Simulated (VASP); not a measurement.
Set up this calculation in VASP 6.6.1, as the native input.

```
Task                   : relaxation of cell and atoms
Functional             : PBE
Potentials or basis    : VASP PAW PBE potentials, release 64 (Pd_GW)
Cutoff                 : 630 eV
k mesh                 : 12 × 12 × 12
Occupations            : fermi-dirac, width 0.05 eV
Spin                   : no spin polarisation
Further INCAR settings : ALGO = Normal; EDIFF = 1e-07; IBRION = 2; EDIFFG = -0.02; NSW = 60; ISIF = 3
```

The structure of Pd lies in POSCAR:

```
Pd
1.0
    0.0000000000      1.9465000000      1.9465000000
    1.9465000000      0.0000000000      1.9465000000
    1.9465000000      1.9465000000      0.0000000000
Pd
1
Direct
    0.0000000000      0.0000000000      0.0000000000
```

The input as run:

INCAR

```
ALGO = Normal
EDIFF = 1E-7
EDIFFG = -0.02
ENCUT = 630
GGA = PE
IBRION = 2
ISIF = 3
ISMEAR = -1
LASPH = True
LCHARG = False
LREAL = False
LWAVE = False
NELM = 100
NSW = 60
PREC = Accurate
SIGMA = 0.05
```

KPOINTS

```
k-points
0
Gamma
  12 12 12
```

Potentials or basis: VASP PAW PBE potentials, release 64 (Pd_GW).

Run with:

```sh
$ cat potpaw_PBE.64/Pd_GW/POTCAR > POTCAR
$ mpirun -np 1 vasp_std > vasp.out
```

Results of the run:

The relaxed volume is 15.22 Å³/atom, the relaxed cell is a = 2.782 Å, b = 2.782 Å, c = 2.782 Å, α = 60.00°, β = 60.00°, γ = 60.00° and the space group after relaxing (to 0.05 Å) is Fm-3m (No. 225). The energy gained by relaxing is 8.1 meV/atom, the ionic steps are 3 and the pressure after relaxing is 0.0 GPa. The band gap on the k mesh is none (metal or under the smearing width).

Wall time 34 s on 1 thread of Intel(R) Xeon(R) Platinum 8375C CPU @ 2.90GHz (Ice Lake), on a shared host, peak memory 0.17 GiB.
